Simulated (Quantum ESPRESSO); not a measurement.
# O on fcc sites of Ti(0001): a series in the coverage, part 2 of 8

Aim: how the results for O on fcc sites of Ti(0001) change with the coverage.

Quantum ESPRESSO 7.5; plane-wave DFT, PBE, GBRV ultrasoft pseudopotentials.

So far. Step 2 (Variable-cell relaxation of the reference):  The last row is no step: it is a fresh SCF in the final cell with a new plane-wave basis, +0 meV from the row before. The relaxed cell has a = 2.939, c = 4.645 Å (conventional setting).

## (3) Self-consistent run of the reference

A bulk run at that cell gives the reference energy and levels.

ref.bulk.in reads:

```
&control
  prefix = 'ref.bulk'
  outdir = './out'
  pseudo_dir = './pseudo'
  calculation = 'scf'
  tprnfor = .true.
/
&system
  ibrav = 0
  nat = 2
  ntyp = 1
  ecutwfc = 40
  ecutrho = 200
  occupations = 'smearing'
  smearing = 'mv'
  degauss = 0.02
/
&electrons
  conv_thr = 1e-09
  mixing_beta = 0.4
  electron_maxstep = 120
/
ATOMIC_SPECIES
  Ti  47.8670  ti_pbe_v1.4.uspp.F.UPF
CELL_PARAMETERS angstrom
  2.93930890900000 0.00000000000000 0.00000000000000
  -1.46965445500000 2.54551618500000 0.00000000000000
  0.00000000000000 0.00000000000000 4.64487942800000
ATOMIC_POSITIONS crystal
  Ti  0.333333333300 0.666666666700 0.250000000000
  Ti  0.666666666700 0.333333333300 0.750000000000
K_POINTS automatic
  16 16 9 0 0 0
```

The run is started by

```sh
> OMP_NUM_THREADS=1 mpirun -n 16 pw.x -nk 16 -in ref.bulk.in > ref.bulk.out
```

The program printed:

```text
[banner, memory and clock lines left out]
Program PWSCF v.7.5 starts
[citation notice left out]

[...]
Message from routine setup:
[...]
bravais-lattice index     =            0
     lattice parameter (alat)  =       5.5545  a.u.
     unit-cell volume          =     234.5266 (a.u.)^3
     number of atoms/cell      =            2
     number of atomic types    =            1
     number of electrons       =        24.00
     number of Kohn-Sham states=           16
     kinetic-energy cutoff     =      40.0000  Ry
     charge density cutoff     =     200.0000  Ry
     scf convergence threshold =      1.0E-09
     mixing beta               =       0.4000
     number of iterations used =            8  plain     mixing
     Exchange-correlation=  SLA  PW   PBX  PBC
                           (   1   4   3   4   0   0   0)

[...]
PseudoPot. # 1 for Ti read from file:
     ./pseudo/ti_pbe_v1.4.uspp.F.UPF
     Pseudo is Ultrasoft + core correction, Zval = 12.0
     Generated by new atomic code, or converted to UPF format
     Using radial grid of  851 points,  6 beta functions with:
                l(1) =   0
                l(2) =   0
                l(3) =   1
                l(4) =   1
                l(5) =   2
                l(6) =   2
     Q(r) pseudized with  6 coefficients,  rinner =    1.000   1.000   1.000
                                                       1.000   1.000

     atomic species   valence    mass     pseudopotential
     Ti               12.00    47.86700     Ti( 1.00)

     24 Sym. Ops., with inversion, found (12 have fractional translation)

[...]
number of k points=   150  Marzari-Vanderbilt smearing, width (Ry)=  0.0200

     Number of k-points >= 100: set verbosity='high' to print them.

     Dense  grid:    11235 G-vectors     FFT dimensions: (  25,  25,  40)

     Smooth grid:     8051 G-vectors     FFT dimensions: (  24,  24,  36)

     Check: negative core charge=   -0.000009

     Initial potential from superposition of free atoms

     starting charge      21.9999, renormalised to      24.0000

     negative rho (up, down):  4.003E-03 0.000E+00
     Starting wfcs are   20 randomized atomic wfcs

     per-process dynamical memory:    14.8 Mb

     Self-consistent Calculation

     iteration #  1     ecut=    40.00 Ry     beta= 0.40
     Davidson diagonalization with overlap
     ethr =  1.00E-02,  avg # of iterations =  3.8

     negative rho (up, down):  4.701E-03 0.000E+00

     total energy              =    -238.31616216 Ry
     estimated scf accuracy    <       1.24595894 Ry

     iteration #  2     ecut=    40.00 Ry     beta= 0.40
[...]
negative rho (up, down):  3.743E-03 0.000E+00

[...]
total energy              =    -238.46570018 Ry
     estimated scf accuracy    <       0.05006274 Ry

     iteration #  3     ecut=    40.00 Ry     beta= 0.40
[...]
negative rho (up, down):  3.010E-03 0.000E+00

[...]
total energy              =    -238.49849400 Ry
     estimated scf accuracy    <       0.02297321 Ry

     iteration #  4     ecut=    40.00 Ry     beta= 0.40
[...]
negative rho (up, down):  1.252E-03 0.000E+00

[...]
total energy              =    -238.50057980 Ry
     estimated scf accuracy    <       0.00212223 Ry

     iteration #  5     ecut=    40.00 Ry     beta= 0.40
[...]
negative rho (up, down):  1.296E-03 0.000E+00

[...]
total energy              =    -238.50145427 Ry
     estimated scf accuracy    <       0.00017946 Ry

     iteration #  6     ecut=    40.00 Ry     beta= 0.40
[...]
negative rho (up, down):  1.280E-03 0.000E+00

[...]
total energy              =    -238.50143394 Ry
     estimated scf accuracy    <       0.00007639 Ry

[...]
iteration #  9     ecut=    40.00 Ry     beta= 0.40
[...]
negative rho (up, down):  1.290E-03 0.000E+00

[...]
total energy              =    -238.50144480 Ry
     estimated scf accuracy    <       0.00000161 Ry

     iteration # 10     ecut=    40.00 Ry     beta= 0.40
[...]
negative rho (up, down):  1.292E-03 0.000E+00

[...]
total energy              =    -238.50144529 Ry
     estimated scf accuracy    <       0.00000006 Ry

     iteration # 11     ecut=    40.00 Ry     beta= 0.40
[...]
negative rho (up, down):  1.292E-03 0.000E+00

[...]
total energy              =    -238.50144532 Ry
     estimated scf accuracy    <          2.3E-09 Ry

     iteration # 12     ecut=    40.00 Ry     beta= 0.40
[...]
negative rho (up, down):  1.292E-03 0.000E+00

[...]
End of self-consistent calculation

     Number of k-points >= 100: set verbosity='high' to print the bands.

     the Fermi energy is    13.3790 ev

!    total energy              =    -238.50144532 Ry
     estimated scf accuracy    <          1.2E-10 Ry
     smearing contrib. (-TS)   =       0.00020395 Ry
     internal energy E=F+TS    =    -238.50164927 Ry

     The total energy is F=E-TS. E is the sum of the following terms:
     one-electron contribution =     -81.01507239 Ry
     hartree contribution      =      48.50171750 Ry
     xc contribution           =     -36.07608519 Ry
     ewald contribution        =    -169.91220919 Ry

     convergence has been achieved in  12 iterations

     negative rho (up, down):  1.292E-03 0.000E+00

     Forces acting on atoms (cartesian axes, Ry/au):

     atom    1 type  1   force =     0.00000000    0.00000000    0.00000000
     atom    2 type  1   force =     0.00000000   -0.00000000    0.00000000

     Total force =     0.000000     Total SCF correction =     0.000000

[...]
```

Run time: 3.8 s. Hardware: 16 MPI ranks of Arm Neoverse V2, shared host; peak memory 0.79 GiB.

## (4) Relaxing the ions of the reference

The free molecule gives the reference for adsorption energies.

System of this step: O2 molecule in a box. The cell holds 2 atoms: 2 O. Its edges and angles: a = 11.000 Å, b = 11.500 Å, c = 13.000 Å, α = 90.0°, β = 90.0°, γ = 90.0°. Vacuum lies along a, b and c.

ref.gas.in reads:

```
&control
  prefix = 'ref.gas'
  outdir = './out'
  pseudo_dir = './pseudo'
  nstep = 40
  forc_conv_thr = 0.001
  calculation = 'relax'
/
&system
  ibrav = 0
  nat = 2
  ntyp = 1
  ecutwfc = 40
  ecutrho = 200
  occupations = 'smearing'
  smearing = 'gaussian'
  degauss = 0.002
  nspin = 2
  starting_magnetization(1) = 0.5
/
&electrons
  conv_thr = 1e-07
  mixing_beta = 0.4
  electron_maxstep = 120
/
&ions
/
ATOMIC_SPECIES
  O   15.9990  o_pbe_v1.2.uspp.F.UPF
CELL_PARAMETERS angstrom
  11.00000000000000 0.00000000000000 0.00000000000000
  0.00000000000000 11.50000000000000 0.00000000000000
  0.00000000000000 0.00000000000000 13.00000000000000
ATOMIC_POSITIONS crystal
  O   0.500000000000 0.500000000000 0.452692307692
  O   0.500000000000 0.500000000000 0.547307692308
K_POINTS automatic
  1 1 1 0 0 0
```

The run is started by

```sh
> OMP_NUM_THREADS=1 mpirun -n 16 pw.x -nk 1 -in ref.gas.in > ref.gas.out
```

The program printed:

```text
[banner, memory and clock lines left out]
Program PWSCF v.7.5 starts

          URL

     Message from routine setup:
     using ibrav=0 with symmetry is DISCOURAGED, use correct ibrav instead

     bravais-lattice index     =            0
     lattice parameter (alat)  =      20.7870  a.u.
     unit-cell volume          =   11097.6361 (a.u.)^3
     number of atoms/cell      =            2
     number of atomic types    =            1
     number of electrons       =        12.00
     number of Kohn-Sham states=           10
     kinetic-energy cutoff     =      40.0000  Ry
     charge density cutoff     =     200.0000  Ry
     scf convergence threshold =      1.0E-07
     mixing beta               =       0.4000
     number of iterations used =            8  plain     mixing
     energy convergence thresh.=      1.0E-04
     force convergence thresh. =      1.0E-03
     Exchange-correlation= SLA  PW   PBE  PBE
                           (   1   4   3   4   0   0   0)
     nstep                     =           40

     celldm(1)=  20.786987  celldm(2)=   0.000000  celldm(3)=   0.000000
     celldm(4)=   0.000000  celldm(5)=   0.000000  celldm(6)=   0.000000

     crystal axes: (cart. coord. in units of alat)
               a(1) = (   1.000000   0.000000   0.000000 )
               a(2) = (   0.000000   1.045455   0.000000 )
               a(3) = (   0.000000   0.000000   1.181818 )

     reciprocal axes: (cart. coord. in units 2 pi/alat)
               b(1) = (  1.000000  0.000000  0.000000 )
               b(2) = (  0.000000  0.956522  0.000000 )
               b(3) = (  0.000000  0.000000  0.846154 )

     PseudoPot. # 1 for O  read from file:
     ./pseudo/o_pbe_v1.2.uspp.F.UPF
     Pseudo is Ultrasoft + core correction, Zval =  6.0
     Generated by new atomic code, or converted to UPF format
     Using radial grid of  737 points,  5 beta functions with:
                l(1) =   0
                l(2) =   0
                l(3) =   1
                l(4) =   1
                l(5) =   2
     Q(r) pseudized with  8 coefficients,  rinner =    0.900   0.900   0.900
                                                       0.900   0.900

     atomic species   valence    mass     pseudopotential
     O                 6.00    15.99900     O ( 1.00)

     Starting magnetic structure
     atomic species   magnetization
     O               0.500

      8 Sym. Ops., with inversion, found

   Cartesian axes

     site n.     atom                  positions (alat units)
         1        O      tau(   1) = (   0.5000000   0.5227273   0.5350000  )
         2        O      tau(   2) = (   0.5000000   0.5227273   0.6468182  )

     number of k points=     1  Gaussian smearing, width (Ry)=  0.0020
                       cart. coord. in units 2pi/alat
        k(    1) = (   0.0000000   0.0000000   0.0000000), wk =   1.0000000

     Dense  grid:   530123 G-vectors     FFT dimensions: (  96, 100, 120)

     Smooth grid:   379275 G-vectors     FFT dimensions: (  90,  90, 100)

     Generating pointlists ...
     new r_m :   0.0461 (alat units)  0.9588 (a.u.) for type    1

     Initial potential from superposition of free atoms

     starting charge      12.0000, renormalised to      12.0000

     negative rho (up, down):  7.803E-04 2.601E-04
     Starting wfcs are    8 randomized atomic wfcs +    2 random wfcs

     per-process dynamical memory:    31.7 Mb

     Self-consistent Calculation

     iteration #  1     ecut=    40.00 Ry     beta= 0.40
     Davidson diagonalization with overlap
     ethr =  1.00E-02,  avg # of iterations =  7.0

     negative rho (up, down):  1.289E-03 5.000E-04

     total energy              =     -64.20720628 Ry
     estimated scf accuracy    <       0.18699980 Ry

     total magnetization       =     2.00 Bohr mag/cell
     absolute magnetization    =     2.09 Bohr mag/cell

     iteration #  2     ecut=    40.00 Ry     beta= 0.40
     Davidson diagonalization with overlap
     ethr =  1.56E-03,  avg # of iterations =  1.0

     negative rho (up, down):  2.912E-03 9.697E-04

     total energy              =     -64.30095435 Ry
     estimated scf accuracy    <       0.06337020 Ry

     total magnetization       =     2.00 Bohr mag/cell
     absolute magnetization    =     2.07 Bohr mag/cell

     iteration #  3     ecut=    40.00 Ry     beta= 0.40
     Davidson diagonalization with overlap
     ethr =  5.28E-04,  avg # of iterations =  5.0

     negative rho (up, down):  2.765E-03 1.002E-03

     total energy              =     -64.30669347 Ry
     estimated scf accuracy    <       0.00218170 Ry

     total magnetization       =     2.00 Bohr mag/cell
     absolute magnetization    =     2.06 Bohr mag/cell

     iteration #  4     ecut=    40.00 Ry     beta= 0.40
     Davidson diagonalization with overlap
     ethr =  1.82E-05,  avg # of iterations = 10.0

     negative rho (up, down):  2.593E-03 1.018E-03

     total energy              =     -64.30698854 Ry
     estimated scf accuracy    <       0.00004201 Ry

     total magnetization       =     2.00 Bohr mag/cell
     absolute magnetization    =     2.06 Bohr mag/cell

     iteration #  5     ecut=    40.00 Ry     beta= 0.40
     Davidson diagonalization with overlap
     ethr =  3.50E-07,  avg # of iterations =  4.0

     negative rho (up, down):  2.558E-03 1.046E-03

     total energy              =     -64.30702101 Ry
     estimated scf accuracy    <       0.00000531 Ry

     total magnetization       =     2.00 Bohr mag/cell
     absolute magnetization    =     2.06 Bohr mag/cell

     iteration #  6     ecut=    40.00 Ry     beta= 0.40
     Davidson diagonalization with overlap
     ethr =  4.43E-08,  avg # of iterations =  2.0

     negative rho (up, down):  2.570E-03 1.072E-03

     total energy              =     -64.30702614 Ry
     estimated scf accuracy    <       0.00000093 Ry

     total magnetization       =     2.00 Bohr mag/cell
     absolute magnetization    =     2.06 Bohr mag/cell

     iteration #  7     ecut=    40.00 Ry     beta= 0.40
     Davidson diagonalization with overlap
     ethr =  7.76E-09,  avg # of iterations =  2.0

     negative rho (up, down):  2.655E-03 1.116E-03

     Magnetic moment per site  (integrated on atomic sphere of radius R)
     atom   1 (R=0.046)  charge=  2.9869  magn=  0.5797
     atom   2 (R=0.046)  charge=  2.9869  magn=  0.5797

     End of self-consistent calculation

 ------ SPIN UP ------------

          k = 0.0000 0.0000 0.0000 ( 47391 PWs)   bands (ev):

   -32.3554 -20.5777 -13.4161 -13.2716 -13.2716  -6.8948  -6.8947  -0.4635
[...]
total magnetization       =     2.00 Bohr mag/cell
     absolute magnetization    =     2.05 Bohr mag/cell

     iteration #  2     ecut=    40.00 Ry     beta= 0.40
     Davidson diagonalization with overlap
     ethr =  1.90E-06,  avg # of iterations =  2.0

     negative rho (up, down):  2.509E-03 1.333E-03

     total energy              =     -64.30682344 Ry
     estimated scf accuracy    <       0.00002666 Ry

     total magnetization       =     2.00 Bohr mag/cell
     absolute magnetization    =     2.05 Bohr mag/cell

     iteration #  3     ecut=    40.00 Ry     beta= 0.40
     Davidson diagonalization with overlap
     ethr =  2.22E-07,  avg # of iterations =  2.0

     negative rho (up, down):  2.590E-03 1.194E-03

     total energy              =     -64.30682872 Ry
     estimated scf accuracy    <       0.00000441 Ry

     total magnetization       =     2.00 Bohr mag/cell
     absolute magnetization    =     2.05 Bohr mag/cell

     iteration #  4     ecut=    40.00 Ry     beta= 0.40
     Davidson diagonalization with overlap
     ethr =  3.67E-08,  avg # of iterations =  2.0

     negative rho (up, down):  2.586E-03 1.166E-03

     total energy              =     -64.30682996 Ry
     estimated scf accuracy    <       0.00000014 Ry

     total magnetization       =     2.00 Bohr mag/cell
     absolute magnetization    =     2.05 Bohr mag/cell

     iteration #  5     ecut=    40.00 Ry     beta= 0.40
     Davidson diagonalization with overlap
     ethr =  1.16E-09,  avg # of iterations =  2.5

     negative rho (up, down):  2.601E-03 1.164E-03

     Magnetic moment per site  (integrated on atomic sphere of radius R)
     atom   1 (R=0.046)  charge=  2.9314  magn=  0.5689
     atom   2 (R=0.046)  charge=  2.9314  magn=  0.5689

     End of self-consistent calculation

 ------ SPIN UP ------------

          k = 0.0000 0.0000 0.0000 ( 47391 PWs)   bands (ev):

   -32.6792 -20.4509 -13.4600 -13.4086 -13.4086  -6.7656  -6.7655  -0.4638
     0.3482   0.3961

 ------ SPIN DOWN ----------

          k = 0.0000 0.0000 0.0000 ( 47391 PWs)   bands (ev):

   -31.4826 -18.5952 -12.4814 -11.4792 -11.4792  -4.3622  -4.3622  -0.3845
     0.4633   0.4801

     the Fermi energy is    -5.5672 ev

!    total energy              =     -64.30683073 Ry
     estimated scf accuracy    <       0.00000003 Ry
     smearing contrib. (-TS)   =      -0.00000000 Ry
     internal energy E=F+TS    =     -64.30683073 Ry

     The total energy is F=E-TS. E is the sum of the following terms:
     one-electron contribution =    -130.43668169 Ry
     hartree contribution      =      67.09925460 Ry
     xc contribution           =     -14.21738498 Ry
     ewald contribution        =      13.24798135 Ry

     total magnetization       =     2.00 Bohr mag/cell
     absolute magnetization    =     2.05 Bohr mag/cell

     convergence has been achieved in   5 iterations

     negative rho (up, down):  2.601E-03 1.164E-03

     Forces acting on atoms (cartesian axes, Ry/au):

     atom    1 type  1   force =     0.00000000    0.00000000   -0.02923837
     atom    2 type  1   force =     0.00000000    0.00000000    0.02923837

     Total force =     0.041349     Total SCF correction =     0.000400
     Energy error            =      2.0E-04 Ry
     Gradient error          =      2.9E-02 Ry/Bohr

     number of scf cycles    =   2
     number of bfgs steps    =   1

     energy             old  =     -64.3070266602 Ry
     energy             new  =     -64.3068307291 Ry

     CASE: energy            _new > energy            _old

     new trust radius        =       0.0052377772 bohr
     new conv_thr            =       0.0000001000 Ry

ATOMIC_POSITIONS (crystal)
O                0.5000000000        0.5000000000        0.4529055163
O                0.5000000000        0.5000000000        0.5470944837

     XML data file
     NEW-OLD atomic charge density approx. for the potential

     negative rho (up, down):  1.608E-03 1.697E-03
     Generating pointlists ...

     per-process dynamical memory:    36.9 Mb

     Self-consistent Calculation

     iteration #  1     ecut=    40.00 Ry     beta= 0.40
     Davidson diagonalization with overlap
     ethr =  1.00E-06,  avg # of iterations =  4.0

     negative rho (up, down):  2.248E-03 1.466E-03

     total energy              =     -64.30709568 Ry
     estimated scf accuracy    <       0.00009848 Ry

     total magnetization       =     2.00 Bohr mag/cell
     absolute magnetization    =     2.05 Bohr mag/cell

     iteration #  2     ecut=    40.00 Ry     beta= 0.40
     Davidson diagonalization with overlap
     ethr =  8.21E-07,  avg # of iterations =  2.0

     negative rho (up, down):  2.415E-03 1.242E-03

     total energy              =     -64.30710647 Ry
     estimated scf accuracy    <       0.00001138 Ry

     total magnetization       =     2.00 Bohr mag/cell
     absolute magnetization    =     2.05 Bohr mag/cell

     iteration #  3     ecut=    40.00 Ry     beta= 0.40
     Davidson diagonalization with overlap
     ethr =  9.49E-08,  avg # of iterations =  2.0

     negative rho (up, down):  2.566E-03 1.117E-03

     total energy              =     -64.30710798 Ry
     estimated scf accuracy    <       0.00000191 Ry

     total magnetization       =     2.00 Bohr mag/cell
     absolute magnetization    =     2.05 Bohr mag/cell

     iteration #  4     ecut=    40.00 Ry     beta= 0.40
     Davidson diagonalization with overlap
     ethr =  1.59E-08,  avg # of iterations =  2.0

     negative rho (up, down):  2.639E-03 1.133E-03

     Magnetic moment per site  (integrated on atomic sphere of radius R)
     atom   1 (R=0.046)  charge=  2.9245  magn=  0.5692
     atom   2 (R=0.046)  charge=  2.9245  magn=  0.5692

     End of self-consistent calculation

 ------ SPIN UP ------------

          k = 0.0000 0.0000 0.0000 ( 47391 PWs)   bands (ev):

   -32.4646 -20.5313 -13.4291 -13.3164 -13.3164  -6.8479  -6.8479  -0.4636
     0.3385   0.3965

 ------ SPIN DOWN ----------

          k = 0.0000 0.0000 0.0000 ( 47391 PWs)   bands (ev):

   -31.2575 -18.6769 -12.4610 -11.3852 -11.3852  -4.4467  -4.4466  -0.3855
     0.4574   0.4791

     the Fermi energy is    -5.5277 ev

!    total energy              =     -64.30710860 Ry
     estimated scf accuracy    <       0.00000006 Ry
     smearing contrib. (-TS)   =      -0.00000000 Ry
     internal energy E=F+TS    =     -64.30710860 Ry

     The total energy is F=E-TS. E is the sum of the following terms:
     one-electron contribution =    -129.95666414 Ry
     hartree contribution      =      66.86516194 Ry
     xc contribution           =     -14.19890742 Ry
     ewald contribution        =      12.98330102 Ry

     total magnetization       =     2.00 Bohr mag/cell
     absolute magnetization    =     2.05 Bohr mag/cell

     convergence has been achieved in   4 iterations

     negative rho (up, down):  2.639E-03 1.133E-03

     Forces acting on atoms (cartesian axes, Ry/au):

     atom    1 type  1   force =     0.00000000    0.00000000    0.00059250
     atom    2 type  1   force =     0.00000000    0.00000000   -0.00059250

     Total force =     0.000838     Total SCF correction =     0.000736
     SCF correction compared to forces is large: reduce conv_thr to get better values
     Energy error            =      8.2E-05 Ry
     Gradient error          =      5.9E-04 Ry/Bohr

     bfgs converged in   3 scf cycles and   1 bfgs steps
     (criteria: energy <  1.0E-04 Ry, force <  1.0E-03 Ry/Bohr)

     End of BFGS Geometry Optimization

     Final energy             =     -64.3071085991 Ry

     File ./out/ref.gas.bfgs deleted, as requested
Begin final coordinates

ATOMIC_POSITIONS (crystal)
O                0.5000000000        0.5000000000        0.4529055163
O                0.5000000000        0.5000000000        0.5470944837
End final coordinates

     XML data file, charge density, pseudopotentials, collected wavefunctions

                                        0.00s GPU  (     144 calls)
```

It took 7.2 s on 16 MPI ranks; peak memory 2.2 GiB.

[end of part 2 of 8]

[Logs are printed without paths, hosts, clocks, repeated set-up lines and the standing remarks that a program may print on its own settings, such as how far it seeks lower states.]

[Hosts, paths, dates, database ids (printed as entryN), source tags and the programs' standing remarks are cut or masked in the printed files.]

[Maps of the electrostatic potential energy from Ansatz leave out the sawtooth potential of an applied field or a dipole correction, so their vacuum need not be flat; planar profiles and work functions include it.]
